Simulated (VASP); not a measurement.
# Ag (Im-3m) in VASP: single point with PBEsol

Aim: the single point of Ag with PBEsol.

Program: VASP 6.6.1. These are calculated values, not measurements. Logs are shortened: lines on timing, memory, paths and dates and some standing lists are left out, and cuts for length are marked.

**1. The crystal as given**

It takes space group Im-3m (No. 229, cubic). Conventional cell: a = 3.311 Å, b = 3.311 Å, c = 3.311 Å, α = 90.00°, β = 90.00°, γ = 90.00°. Ag (site symmetry m-3m) has 8 Ag at 2.87 Å as nearest neighbours.

This isn't the form of Ag at room conditions, which is fcc.

**2. Single point, PBEsol**

INCAR reads:

```
ALGO = Normal
EDIFF = 1E-6
ENCUT = 520
GGA = PS
ISIF = 2
ISMEAR = 0
LASPH = T
LCHARG = T
LELF = T
LREAL = F
LVHAR = T
LWAVE = F
NBANDS = 12
NELM = 60
PREC = Accurate
SIGMA = 0.1
```

KPOINTS reads:

```
k-points
0
Gamma
  8 8 8
```

POSCAR reads:

```
Ag
1.0
   -1.6556540000      1.6556540000      1.6556540000
    1.6556540000     -1.6556540000      1.6556540000
    1.6556540000      1.6556540000     -1.6556540000
Ag
1
Direct
    0.0000000000      0.0000000000      0.0000000000
```

Potentials or basis: VASP PAW PBE potentials, release 64 (Ag).

The run is started by

```
cat potpaw_PBE.64/Ag/POTCAR > POTCAR
mpirun -np 1 vasp_std > vasp.out
```

OUTCAR:

```text
EDIFF = 1E-6
   ENCUT = 520
   GGA = PS
   ISIF = 2
   ISMEAR = 0
   LASPH = T
   LREAL = F
   NELM = 60
   PREC = Accurate

 ion  position               nearest neighbor table
   1  0.000  0.000  0.000-

  LATTYP: Found a body centered cubic cell.
 ALAT       =     3.3113080000

  Lattice vectors:

 A1 = (  -1.6556540000,   1.6556540000,   1.6556540000)
 A2 = (   1.6556540000,  -1.6556540000,   1.6556540000)
 A3 = (   1.6556540000,   1.6556540000,  -1.6556540000)

Analysis of symmetry for initial positions (statically):
=====================================================================
 Subroutine PRICEL returns:
 Original cell was already a primitive cell.

 Routine SETGRP: Setting up the symmetry group for a
 body centered cubic supercell.

 Subroutine GETGRP returns: Found 48 space group operations
 (whereof 48 operations were pure point group operations)
 out of a pool of 48 trial point group operations.

The static configuration has the point symmetry O_h .

Analysis of symmetry for dynamics (positions and initial velocities):
=====================================================================
 Subroutine PRICEL returns:
 Original cell was already a primitive cell.

 Routine SETGRP: Setting up the symmetry group for a
 body centered cubic supercell.

 Subroutine GETGRP returns: Found 48 space group operations
 (whereof 48 operations were pure point group operations)
 out of a pool of 48 trial point group operations.

The dynamic configuration has the point symmetry O_h .

 Subroutine INISYM returns: Found 48 space group operations
 (whereof 48 operations are pure point group operations),
 and found     1 'primitive' translations

----------------------------------------------------------------------------------------

                                     Primitive cell

  volume of cell :      18.1538

  direct lattice vectors                    reciprocal lattice vectors
    -1.655654000  1.655654000  1.655654000     0.000000000  0.301995465  0.301995465
     1.655654000 -1.655654000  1.655654000     0.301995465  0.000000000  0.301995465
     1.655654000  1.655654000 -1.655654000     0.301995465  0.301995465  0.000000000

  length of vectors
     2.867676848  2.867676848  2.867676848     0.427086083  0.427086083  0.427086083

  position of ions in fractional coordinates (direct lattice)
     0.000000000  0.000000000  0.000000000

  ion indices of the primitive-cell ions
   primitive index   ion index
                 1           1

----------------------------------------------------------------------------------------

 KPOINTS: k-points

Automatic generation of k-mesh.
 Grid dimensions read from file:
 generate k-points for:    8    8    8

 Generating k-lattice:

  Cartesian coordinates                     Fractional coordinates (reciprocal lattice)
     0.000000000  0.037749433  0.037749433     0.125000000  0.000000000  0.000000000
     0.037749433  0.000000000  0.037749433     0.000000000  0.125000000  0.000000000
     0.037749433  0.037749433  0.000000000     0.000000000  0.000000000  0.125000000

  Length of vectors
     0.053385760  0.053385760  0.053385760

  Shift w.r.t. Gamma in fractional coordinates (k-lattice)
     0.000000000  0.000000000  0.000000000

 Subroutine IBZKPT returns following result:
 ===========================================

 Found     29 irreducible k-points:

 Following reciprocal coordinates:
            Coordinates               Weight
  0.000000  0.000000  0.000000      1.000000
  0.125000  0.000000  0.000000     12.000000
  0.250000  0.000000  0.000000     12.000000
  0.375000  0.000000  0.000000     12.000000
  0.500000  0.000000  0.000000      6.000000
  0.125000  0.125000  0.000000     24.000000
[... 16 lines left out ...]
 -0.250000  0.250000  0.250000      6.000000
 -0.375000  0.375000  0.250000     24.000000
 [... further k-points ...]
   k-points           NKPTS =     29   k-points in BZ     NKDIM =     29   number of bands    NBANDS=     12
   number of dos      NEDOS =    301   number of ions     NIONS =      1
   total plane-waves  NPLWV =  13824
   dimension x,y,z NGX =    24 NGY =   24 NGZ =   24
   dimension x,y,z NGXF=    48 NGYF=   48 NGZF=   48
   ions per type =               1
   NGX,Y,Z   is equivalent  to a cutoff of  13.91, 13.91, 13.91 a.u.
   NGXF,Y,Z  is equivalent  to a cutoff of  27.83, 27.83, 27.83 a.u.
 SYSTEM =  unknown system
   PREC   = accura    normal or accurate (medium, high low for compatibility)
   ISTART =      0    job   : 0-new  1-cont  2-samecut
   ICHARG =      2    charge: 1-file 2-atom 10-const
   ISPIN  =      1    spin polarized calculation?
   LNONCOLLINEAR =      F non collinear calculations
   LSORBIT =      F    spin-orbit coupling
   LASPH  =      T    aspherical Exc in radial PAW
   ENCUT  =  520.0 eV  38.22 Ry    6.18 a.u.   5.33  5.33  5.33*2*pi/ulx,y,z
   NELM   =     60;   NELMIN=  2; NELMDL= -5     # of ELM steps
   EDIFF  = 0.1E-05   stopping-criterion for ELM
   LREAL  =      F    real-space projection
   EDIFFG = 0.1E-04   stopping-criterion for IOM
   NSW    =      0    number of steps for IOM
   IBRION =     -1    ionic relax: 0-MD 1-quasi-New 2-CG
   NFREE  =      0    steps in history (QN), initial steepest desc. (CG)
   ISIF   =      2    stress and relaxation
   ISYM   =      2    0-nonsym 1-usesym 2-fastsym
   POTIM  = 0.5000    time-step for ionic-motion
   TEBEG  =    0.0;   TEEND  =   0.0 temperature during run
   PSTRESS=    0.0 pullay stress
   NELECT =      11.0000    total number of electrons
   NUPDOWN=      -1.0000    fix difference up-down
   EMIN   =  10.00;   EMAX   =-10.00  energy-range for DOS
   EFERMI =   0.00;   METHOD = LEGACY
   ISMEAR =     0;   SIGMA  =   0.10  broadening in eV -4-tet -1-fermi 0-gaus
   EFERMI_NEDOS =   21; number of points for ismear=-14 and -15
   IALGO  =     38    algorithm
   IMIX   =      4    mixing-type and parameters
     AMIX     =   0.40;   BMIX     =  1.00
     AMIX_MAG =   1.60;   BMIX_MAG =  1.00
  volume/ion in A,a.u.               =      18.15       122.51
  Fermi-wavevector in a.u.,A,eV,Ry     =   1.385318  2.617871 26.111022  1.919106
  Thomas-Fermi vector in A             =   2.509739
   LORBIT       =      0    0 simple, 1 ext, 2 COOP (PROOUT), +10 PAW based schemes
   GGA     = PS    functional components
   LHFCALC =     F    Hartree Fock is set to
   AEXX    =    0.0000 exact exchange contribution
   IVDW    =     0    specifies the selected vdW correction
   LEPSILON=     F    determine dielectric tensor
   LRPA    =     F    only Hartree local field effects (RPA)
 non-spin polarized calculation
 Gauss-broadening in eV      SIGMA  =   0.10
  energy-cutoff  :      520.00
  volume of cell :       18.15
 maximum number of plane-waves:       496
 NGX is ok and might be reduce to    24
   NGX = 11   NGY = 11   NGZ = 11

 number of electron      11.0000001 magnetization

 Free energy of the ion-electron system (eV)
  ---------------------------------------------------
  ext. energy  EPLUGINS =         0.00000000
  ---------------------------------------------------
  free energy    TOTEN  =        -3.19075584 eV

  energy without entropy =       -3.18371477  energy(sigma->0) =       -3.18723530

 E-fermi :   7.5281     XC(G=0): -12.0437

 val. band max:        7.4167832386   @ k =   0.5000   0.0000   0.0000
 cond. band min:       7.5368800459   @ k =   0.3750   0.1250  -0.0000
 fundamental gap:      0.1200968073
 Fermi energy:         7.5280904536

 k-point     1 :       0.0000    0.0000    0.0000
  band No.  band energies     occupation
      1       0.0193      2.00000
      2       2.7239      2.00000
      3       2.7239      2.00000
      4       2.7239      2.00000
      5       3.9386      2.00000
      6       3.9386      2.00000
      7      25.1027      0.00000
      8      25.1027      0.00000
      9      25.1027      0.00000
     10      30.4532      0.00000
     11      30.4532      0.00000
     12      30.4532      0.00000

 k-point     2 :       0.1250    0.0000    0.0000
  band No.  band energies     occupation
      1       0.4947      2.00000
      2       2.6139      2.00000
      3       2.7473      2.00000
      4       2.9881      2.00000
      5       3.8340      2.00000
      6       3.9472      2.00000
      7      23.4700      0.00000
      8      24.6862      0.00000
      9      25.3712      0.00000
     10      27.8706      0.00000
     11      28.1012      0.00000
     12      28.2993      0.00000

 k-point     3 :       0.2500    0.0000    0.0000
  band No.  band energies     occupation
      1       1.4286      2.00000
      2       2.3579      2.00000
      3       3.1747      2.00000
      4       3.6812      2.00000
      5       3.7510      2.00000
      6       3.9776      2.00000
      7      18.9078      0.00000
      8      22.7539      0.00000
      9      24.7887      0.00000
     10      25.9501      0.00000
     11      27.2100      0.00000
     12      29.4038      0.00000
[... 286 lines left out ...]
 k-point    23 :      -0.2500    0.2500    0.2500
  band No.  band energies     occupation
      1       2.3354      2.00000
      2       2.6474      2.00000
      3       3.1750      2.00000
      4       3.1750      2.00000
      5       3.6366      2.00000
      6       5.5253      2.00000
      7      19.9324      0.00000
      8      19.9324      0.00000
      9      20.7812      0.00000
     10      21.3261      0.00000
     11      31.7817      0.00000
     12      31.7817      0.00000

 k-point    24 :      -0.3750    0.3750    0.2500
  band No.  band energies     occupation
      1       2.1013      2.00000
      2       2.3692      2.00000
      3       3.1796      2.00000
      4       3.5472      2.00000
      5       4.3345      2.00000
      6       7.7395      0.00279
      7      15.5140      0.00000
      8      17.9232      0.00000
      9      20.3933      0.00000
     10      22.7611      0.00000
     11      29.6102      0.00000
     12      31.7555      0.00000

 [... further k-points ...]
[... 5 lines left out ...]
  --------------------------------------------------------------------------------------
  -------------------------------------------------------------------------------------
  Total       -0.8391053     -0.8391053     -0.8391053      0.0000000      0.0000000      0.0000000
  in kB      -74.0556688    -74.0556688    -74.0556688      0.0000000      0.0000000      0.0000000
  external PRESSURE =     -74.0556688 kB  Pullay stress =       0.0000000 kB

 VOLUME and BASIS-vectors are now :
 -----------------------------------------------------------------------------
  energy-cutoff  :      520.00
  volume of cell :       18.15
      direct lattice vectors                 reciprocal lattice vectors
    -1.655654000  1.655654000  1.655654000     0.000000000  0.301995465  0.301995465
     1.655654000 -1.655654000  1.655654000     0.301995465  0.000000000  0.301995465
     1.655654000  1.655654000 -1.655654000     0.301995465  0.301995465  0.000000000

 POSITION                                       TOTAL-FORCE (eV/Angst)
 -----------------------------------------------------------------------------------
      0.00000      0.00000      0.00000         0.000000     -0.000000      0.000000
 -----------------------------------------------------------------------------------
    total drift:                               -0.000000      0.000000      0.000000

  FREE ENERGIE OF THE ION-ELECTRON SYSTEM (eV)
  ---------------------------------------------------
  free  energy   TOTEN  =        -3.1907558361 eV

  energy  without entropy=       -3.1837147696  energy(sigma->0) =       -3.18723530
```

Wall time 5.5 s (1 thread of Intel Xeon Platinum 8488C (Sapphire Rapids), shared host); peak memory 0.13 GiB.

What came out:

| Quantity | Value |
| --- | --- |
| Free energy | -3.1908 eV |
| Pressure | -7.4 GPa |
| Band gap on the k mesh | none (metal or under the smearing width) |

Caveat: the PAW data sets were made with another functional, which shifts forces and pressure a little.
